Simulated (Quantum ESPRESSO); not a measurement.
# H on fcc sites of Ti(0001): a series in the coverage, part 7 of 9

What law, if any, do the results for H on fcc sites of Ti(0001) follow against the coverage?

Quantum ESPRESSO 7.5; plane-wave DFT, PBE, GBRV ultrasoft pseudopotentials.

So far. Step 7 (Relaxing the ions, 0.1111 ML): The relaxation lowers the energy by 10 meV an atom. On the free atoms the largest force ends at 0.033 eV/Å. Step 8 (SCF with pw.x, 0.1111 ML): Inside the slab this potential holds the local part of the pseudopotentials, which can be repulsive at the nuclei; only its value in the vacuum has a meaning of its own.

## 9. Relaxation with pw.x, 0.75 ML

System of this step: Ti(0001), 3 layers, 4 sites a cell, 3 H on fcc sites. The cell holds 15 atoms: 12 Ti and 3 H. Cell: a = 5.879 Å, b = 5.879 Å, c = 19.383 Å, α = 90.0°, β = 90.0°, γ = 60.0°. It derives from Ti. Vacuum lies along c.

Contents of m7.relax.in:

```
&control
  prefix = 'm7.relax'
  outdir = './out'
  pseudo_dir = './pseudo'
  nstep = 70
  forc_conv_thr = 0.0015
  calculation = 'relax'
/
&system
  ibrav = 0
  nat = 15
  ntyp = 2
  ecutwfc = 40
  ecutrho = 200
  occupations = 'smearing'
  smearing = 'mv'
  degauss = 0.02
/
&electrons
  conv_thr = 1e-07
  mixing_beta = 0.3
  electron_maxstep = 120
  mixing_mode = 'local-TF'
/
&ions
/
ATOMIC_SPECIES
  Ti  47.8670  ti_pbe_v1.4.uspp.F.UPF
  H   1.0080  h_pbe_v1.4.uspp.F.UPF
CELL_PARAMETERS angstrom
  5.87861781800000 0.00000000000000 0.00000000000000
  2.93930890900000 5.09103236952785 0.00000000000000
  0.00000000000000 0.00000000000000 19.38329014445180
ATOMIC_POSITIONS crystal
  Ti  0.833333333300 0.333333333300 0.358073741584 0 0 0
  Ti  0.333333333300 0.833333333300 0.358073741584 0 0 0
  Ti  0.333333333300 0.333333333300 0.358073741584 0 0 0
  Ti  0.833333333300 0.833333333300 0.358073741584 0 0 0
  Ti  0.166666666700 0.666666666700 0.477890330857 0 0 0
  Ti  0.666666666700 0.166666666700 0.477890330857 0 0 0
  Ti  0.666666666700 0.666666666700 0.477890330857 0 0 0
  Ti  0.166666666700 0.166666666700 0.477890330857 0 0 0
  Ti  0.833333333300 0.333333333300 0.597706920130
  Ti  0.333333333300 0.833333333300 0.597706920130
  Ti  0.333333333300 0.333333333300 0.597706920130
  Ti  0.833333333300 0.833333333300 0.597706920130
  H   0.000000000000 0.500000000000 0.641926258416
  H   0.500000000000 0.000000000000 0.641926258416
  H   0.500000000000 0.500000000000 0.641926258416
K_POINTS automatic
  5 5 1 0 0 0
```

The run is started by

```bash
> OMP_NUM_THREADS=1 mpirun -n 16 pw.x -nk 2 -in m7.relax.in > m7.relax.out
```

Log:

```text
[banner, memory and clock lines left out]
Program PWSCF v.7.5 starts
[...]
Message from routine setup:
[...]
number of electrons       =       147.00
     number of Kohn-Sham states=           89
     kinetic-energy cutoff     =      40.0000  Ry
     charge density cutoff     =     200.0000  Ry
[...]
number of k points=     5  Marzari-Vanderbilt smearing, width (Ry)=  0.0200
[...]
Dense  grid:   186687 G-vectors     FFT dimensions: (  50,  50, 180)
[...]
negative rho (up, down):  2.033E-02 0.000E+00
     Starting wfcs are  123 randomized atomic wfcs
[...]
negative rho (up, down):  3.410E-02 0.000E+00
[...]
estimated scf accuracy    <      25.64244584 Ry
[...]
negative rho (up, down):  6.204E-02 0.000E+00
[...]
estimated scf accuracy    <       9.80657667 Ry
[...]
negative rho (up, down):  5.721E-02 0.000E+00
[...]
estimated scf accuracy    <       0.74664047 Ry
[...]
negative rho (up, down):  6.069E-02 0.000E+00
[...]
estimated scf accuracy    <       5.30554165 Ry
[...]
negative rho (up, down):  5.627E-02 0.000E+00
[...]
estimated scf accuracy    <       9.67863235 Ry
[...]
negative rho (up, down):  3.562E-02 0.000E+00
[...]
estimated scf accuracy    <       7.43644685 Ry
[...]
negative rho (up, down):  3.571E-02 0.000E+00
[...]
estimated scf accuracy    <       1.78432462 Ry
[...]
negative rho (up, down):  3.558E-02 0.000E+00
[...]
estimated scf accuracy    <       0.87527090 Ry
[...]
negative rho (up, down):  2.859E-02 0.000E+00
[...]
estimated scf accuracy    <       0.58711303 Ry
[...]
negative rho (up, down):  2.356E-02 0.000E+00
[...]
estimated scf accuracy    <       0.12804343 Ry
[...]
negative rho (up, down):  1.833E-02 0.000E+00
[...]
estimated scf accuracy    <       0.16169698 Ry
[...]
negative rho (up, down):  1.469E-02 0.000E+00
[...]
estimated scf accuracy    <       0.00936177 Ry
[...]
negative rho (up, down):  1.551E-02 0.000E+00
[...]
estimated scf accuracy    <       0.04096115 Ry
[...]
negative rho (up, down):  1.580E-02 0.000E+00
[...]
estimated scf accuracy    <       0.01679227 Ry
[...]
negative rho (up, down):  1.585E-02 0.000E+00
[...]
estimated scf accuracy    <       0.01298304 Ry
[...]
negative rho (up, down):  1.574E-02 0.000E+00
[...]
estimated scf accuracy    <       0.01199620 Ry
[...]
negative rho (up, down):  1.567E-02 0.000E+00
[...]
estimated scf accuracy    <       0.01275289 Ry
[...]
negative rho (up, down):  1.558E-02 0.000E+00
[...]
estimated scf accuracy    <       0.01125483 Ry
[...]
negative rho (up, down):  1.506E-02 0.000E+00
[...]
estimated scf accuracy    <       0.01089650 Ry
[...]
negative rho (up, down):  1.465E-02 0.000E+00
[...]
estimated scf accuracy    <       0.00739173 Ry
[...]
negative rho (up, down):  1.441E-02 0.000E+00
[...]
estimated scf accuracy    <       0.00668995 Ry
[...]
negative rho (up, down):  1.376E-02 0.000E+00
[...]
estimated scf accuracy    <       0.00570749 Ry
[...]
negative rho (up, down):  1.229E-02 0.000E+00
[...]
estimated scf accuracy    <       0.00211857 Ry
[...]
negative rho (up, down):  1.221E-02 0.000E+00
[...]
estimated scf accuracy    <       0.00022051 Ry
[...]
negative rho (up, down):  1.216E-02 0.000E+00
[...]
estimated scf accuracy    <       0.00009352 Ry
[...]
negative rho (up, down):  1.173E-02 0.000E+00
[...]
estimated scf accuracy    <       0.00001803 Ry
[...]
negative rho (up, down):  1.163E-02 0.000E+00
[...]
estimated scf accuracy    <       0.00000529 Ry
[...]
negative rho (up, down):  1.169E-02 0.000E+00
[...]
estimated scf accuracy    <       0.00000181 Ry
[...]
negative rho (up, down):  1.176E-02 0.000E+00
[...]
estimated scf accuracy    <       0.00000134 Ry
[...]
negative rho (up, down):  1.200E-02 0.000E+00
[...]
estimated scf accuracy    <       0.00000064 Ry
[...]
negative rho (up, down):  1.198E-02 0.000E+00
[...]
estimated scf accuracy    <       0.00000290 Ry
[...]
negative rho (up, down):  1.202E-02 0.000E+00
[...]
estimated scf accuracy    <       0.00000021 Ry
[...]
negative rho (up, down):  1.210E-02 0.000E+00
[...]
estimated scf accuracy    <       0.00000022 Ry
[...]
negative rho (up, down):  1.214E-02 0.000E+00
[...]
estimated scf accuracy    <       0.00000032 Ry
[...]
negative rho (up, down):  1.216E-02 0.000E+00
[...]
the Fermi energy is     2.2641 ev
!    total energy              =   -1434.17730744 Ry
     estimated scf accuracy    <       0.00000009 Ry
     smearing contrib. (-TS)   =      -0.00511481 Ry
     internal energy E=F+TS    =   -1434.17219263 Ry
[...]
one-electron contribution =   -7005.29878887 Ry
     hartree contribution      =    3492.59332696 Ry
     xc contribution           =    -218.11269577 Ry
     ewald contribution        =    2296.64596505 Ry
     convergence has been achieved in  35 iterations
     negative rho (up, down):  1.216E-02 0.000E+00
[...]
Total force =     0.071636     Total SCF correction =     0.000518
[...]
negative rho (up, down):  1.215E-02 0.000E+00
[...]
negative rho (up, down):  1.138E-02 0.000E+00
[...]
estimated scf accuracy    <       0.21091665 Ry
[...]
negative rho (up, down):  1.102E-02 0.000E+00
[...]
estimated scf accuracy    <       0.01166454 Ry
[...]
negative rho (up, down):  1.086E-02 0.000E+00
[...]
estimated scf accuracy    <       0.00350177 Ry
[...]
negative rho (up, down):  1.068E-02 0.000E+00
[...]
estimated scf accuracy    <       0.00196254 Ry
[...]
negative rho (up, down):  1.044E-02 0.000E+00
[...]
estimated scf accuracy    <       0.01417394 Ry
[...]
negative rho (up, down):  1.052E-02 0.000E+00
[...]
estimated scf accuracy    <       0.00094889 Ry
[...]
negative rho (up, down):  1.057E-02 0.000E+00
[...]
estimated scf accuracy    <       0.00012610 Ry
[...]
negative rho (up, down):  1.075E-02 0.000E+00
[...]
estimated scf accuracy    <       0.00015111 Ry
[...]
negative rho (up, down):  1.105E-02 0.000E+00
[...]
estimated scf accuracy    <       0.00016541 Ry
[...]
negative rho (up, down):  1.144E-02 0.000E+00
[...]
estimated scf accuracy    <       0.00002072 Ry
[...]
negative rho (up, down):  1.146E-02 0.000E+00
[...]
estimated scf accuracy    <       0.00007263 Ry
[...]
estimated scf accuracy    <       0.00173320 Ry
[...]
negative rho (up, down):  9.265E-03 0.000E+00
[...]
estimated scf accuracy    <       0.00102537 Ry
[...]
negative rho (up, down):  9.733E-03 0.000E+00
[...]
estimated scf accuracy    <       0.00098718 Ry
[...]
negative rho (up, down):  1.036E-02 0.000E+00
[...]
estimated scf accuracy    <       0.00015343 Ry
[...]
negative rho (up, down):  1.076E-02 0.000E+00
[...]
estimated scf accuracy    <       0.00013053 Ry
[...]
negative rho (up, down):  1.133E-02 0.000E+00
[...]
estimated scf accuracy    <       0.00005908 Ry
[...]
negative rho (up, down):  1.190E-02 0.000E+00
[...]
estimated scf accuracy    <       0.00002299 Ry
[...]
negative rho (up, down):  1.212E-02 0.000E+00
[...]
estimated scf accuracy    <       0.00000234 Ry
[...]
negative rho (up, down):  1.220E-02 0.000E+00
[...]
estimated scf accuracy    <       0.00000976 Ry
[...]
negative rho (up, down):  1.232E-02 0.000E+00
[...]
estimated scf accuracy    <       0.00000059 Ry
[...]
negative rho (up, down):  1.234E-02 0.000E+00
[...]
estimated scf accuracy    <       0.00000531 Ry
[...]
negative rho (up, down):  1.235E-02 0.000E+00
[...]
estimated scf accuracy    <       0.00000169 Ry
[...]
negative rho (up, down):  1.238E-02 0.000E+00
[...]
estimated scf accuracy    <       0.00000311 Ry
[...]
negative rho (up, down):  1.238E-02 0.000E+00
[...]
estimated scf accuracy    <       0.00000054 Ry
[...]
negative rho (up, down):  1.239E-02 0.000E+00
[...]
estimated scf accuracy    <       0.00000016 Ry
[...]
negative rho (up, down):  1.239E-02 0.000E+00
[...]
estimated scf accuracy    <       0.00000004 Ry
[...]
negative rho (up, down):  1.239E-02 0.000E+00
[...]
estimated scf accuracy    <       0.00000003 Ry
[...]
negative rho (up, down):  1.238E-02 0.000E+00
[...]
the Fermi energy is     2.2169 ev
!    total energy              =   -1434.19386430 Ry
     estimated scf accuracy    <          7.8E-09 Ry
     smearing contrib. (-TS)   =      -0.00608639 Ry
     internal energy E=F+TS    =   -1434.18777792 Ry
[...]
one-electron contribution =   -7114.00535912 Ry
     hartree contribution      =    3546.72200651 Ry
     xc contribution           =    -218.14325869 Ry
     ewald contribution        =    2351.23883338 Ry
     convergence has been achieved in  25 iterations
     negative rho (up, down):  1.238E-02 0.000E+00
[...]
Total force =     0.010051     Total SCF correction =     0.000242
[...]
negative rho (up, down):  1.238E-02 0.000E+00
[...]
negative rho (up, down):  1.230E-02 0.000E+00
[...]
estimated scf accuracy    <       0.00411361 Ry
[...]
negative rho (up, down):  1.225E-02 0.000E+00
[...]
estimated scf accuracy    <       0.00032251 Ry
[...]
negative rho (up, down):  1.221E-02 0.000E+00
[...]
estimated scf accuracy    <       0.00009005 Ry
[...]
negative rho (up, down):  1.217E-02 0.000E+00
[...]
estimated scf accuracy    <       0.00002401 Ry
[...]
negative rho (up, down):  1.217E-02 0.000E+00
[...]
estimated scf accuracy    <       0.00001402 Ry
[...]
negative rho (up, down):  1.218E-02 0.000E+00
[...]
estimated scf accuracy    <       0.00000143 Ry
[...]
negative rho (up, down):  1.219E-02 0.000E+00
[...]
estimated scf accuracy    <       0.00000262 Ry
[...]
negative rho (up, down):  1.221E-02 0.000E+00
[...]
estimated scf accuracy    <       0.00000085 Ry
[...]
negative rho (up, down):  1.224E-02 0.000E+00
[...]
estimated scf accuracy    <       0.00000037 Ry
[...]
negative rho (up, down):  1.230E-02 0.000E+00
[...]
estimated scf accuracy    <       0.00000016 Ry
[...]
negative rho (up, down):  1.232E-02 0.000E+00
[...]
estimated scf accuracy    <       0.00000009 Ry
[...]
negative rho (up, down):  1.233E-02 0.000E+00
[...]
estimated scf accuracy    <       0.00000002 Ry
[...]
negative rho (up, down):  1.236E-02 0.000E+00
[...]
estimated scf accuracy    <       0.00000001 Ry
[...]
negative rho (up, down):  1.237E-02 0.000E+00
[...]
estimated scf accuracy    <       0.00000001 Ry
[...]
negative rho (up, down):  1.238E-02 0.000E+00
[...]
estimated scf accuracy    <          4.4E-09 Ry
[...]
negative rho (up, down):  1.239E-02 0.000E+00
[...]
the Fermi energy is     2.2157 ev
!    total energy              =   -1434.19397005 Ry
     estimated scf accuracy    <          2.6E-09 Ry
     smearing contrib. (-TS)   =      -0.00614585 Ry
     internal energy E=F+TS    =   -1434.18782420 Ry
[...]
one-electron contribution =   -7116.11048549 Ry
     hartree contribution      =    3547.76686359 Ry
     xc contribution           =    -218.14401118 Ry
     ewald contribution        =    2352.29980889 Ry
     convergence has been achieved in  16 iterations
     negative rho (up, down):  1.239E-02 0.000E+00
[...]
Total force =     0.008954     Total SCF correction =     0.000139
[...]
negative rho (up, down):  1.249E-02 0.000E+00
[...]
negative rho (up, down):  1.247E-02 0.000E+00
[...]
estimated scf accuracy    <       0.00094202 Ry
[...]
negative rho (up, down):  1.246E-02 0.000E+00
[...]
estimated scf accuracy    <       0.00018707 Ry
[...]
negative rho (up, down):  1.246E-02 0.000E+00
[...]
estimated scf accuracy    <       0.00006432 Ry
[...]
negative rho (up, down):  1.247E-02 0.000E+00
[...]
estimated scf accuracy    <       0.00001387 Ry
[...]
negative rho (up, down):  1.247E-02 0.000E+00
[...]
estimated scf accuracy    <       0.00000074 Ry
[...]
negative rho (up, down):  1.248E-02 0.000E+00
[...]
estimated scf accuracy    <       0.00000067 Ry
[...]
negative rho (up, down):  1.249E-02 0.000E+00
[...]
estimated scf accuracy    <       0.00000024 Ry
[...]
negative rho (up, down):  1.249E-02 0.000E+00
[...]
estimated scf accuracy    <       0.00000004 Ry
[...]
negative rho (up, down):  1.249E-02 0.000E+00
[...]
estimated scf accuracy    <       0.00000004 Ry
[...]
negative rho (up, down):  1.249E-02 0.000E+00
[...]
estimated scf accuracy    <          4.1E-09 Ry
[...]
negative rho (up, down):  1.249E-02 0.000E+00
[...]
estimated scf accuracy    <          8.5E-09 Ry
[...]
negative rho (up, down):  1.249E-02 0.000E+00
[...]
estimated scf accuracy    <          2.6E-09 Ry
[...]
negative rho (up, down):  1.249E-02 0.000E+00
[...]
the Fermi energy is     2.2155 ev
!    total energy              =   -1434.19409173 Ry
     estimated scf accuracy    <          2.5E-10 Ry
     smearing contrib. (-TS)   =      -0.00621574 Ry
     internal energy E=F+TS    =   -1434.18787600 Ry
[...]
one-electron contribution =   -7116.19812517 Ry
     hartree contribution      =    3547.80567842 Ry
     xc contribution           =    -218.14397863 Ry
     ewald contribution        =    2352.34854938 Ry
     convergence has been achieved in  13 iterations
     negative rho (up, down):  1.249E-02 0.000E+00
[...]
Total force =     0.007230     Total SCF correction =     0.000020
[...]
negative rho (up, down):  1.296E-02 0.000E+00
[...]
negative rho (up, down):  1.301E-02 0.000E+00
[...]
estimated scf accuracy    <       0.00131304 Ry
[...]
negative rho (up, down):  1.307E-02 0.000E+00
[...]
estimated scf accuracy    <       0.00050114 Ry
[...]
negative rho (up, down):  1.309E-02 0.000E+00
[...]
estimated scf accuracy    <       0.00010855 Ry
[...]
negative rho (up, down):  1.314E-02 0.000E+00
[...]
estimated scf accuracy    <       0.00004301 Ry
[...]
negative rho (up, down):  1.315E-02 0.000E+00
[...]
estimated scf accuracy    <       0.00000986 Ry
[...]
negative rho (up, down):  1.315E-02 0.000E+00
[...]
estimated scf accuracy    <       0.00000400 Ry
[...]
```

It took 5.5 min on 16 MPI ranks of Arm Neoverse V2, shared host; peak memory 1.8 GiB; 87 min of CPU time.

Relaxation path:

```
step  energy less that of the first step (eV)  largest force (eV/Å)
   1                                   0.0000                0.7586
   2                                  -0.0646                0.6476
   3                                  -0.1231                0.5233
   4                                  -0.1863                0.3375
   5                                  -0.2253                0.1244
   6                                  -0.2267                0.1177
   7                                  -0.2284                0.1042
   8                                  -0.2302                0.0683
   9                                  -0.2312                0.0422
```

The atoms that moved most (Å):

```
atom      dx      dy      dz  length
Ti12  -0.023  -0.013  -0.100   0.103
Ti10   0.023  -0.013  -0.100   0.103
 Ti9   0.000   0.027  -0.100   0.103
 H15  -0.003  -0.002   0.095   0.095
 H13   0.003  -0.002   0.095   0.095
 H14   0.000   0.004   0.095   0.095
Ti11   0.000   0.000  -0.065   0.065
```

The relaxation lowers the energy by 15 meV an atom. On the free atoms the largest force ends at 0.042 eV/Å.

Read from the output:

```
free energy  : -19513.2076 eV
Fermi energy : 2.217 eV
```

[end of part 7 of 9]

[Logs are printed without paths, hosts, clocks, repeated set-up lines and the standing remarks that a program may print on its own settings, such as how far it seeks lower states.]

[Hosts, paths, dates, database ids (printed as entryN), source tags and the programs' standing remarks are cut or masked in the printed files.]

[Maps of the electrostatic potential energy from Ansatz leave out the sawtooth potential of an applied field or a dipole correction, so their vacuum need not be flat; planar profiles and work functions include it.]
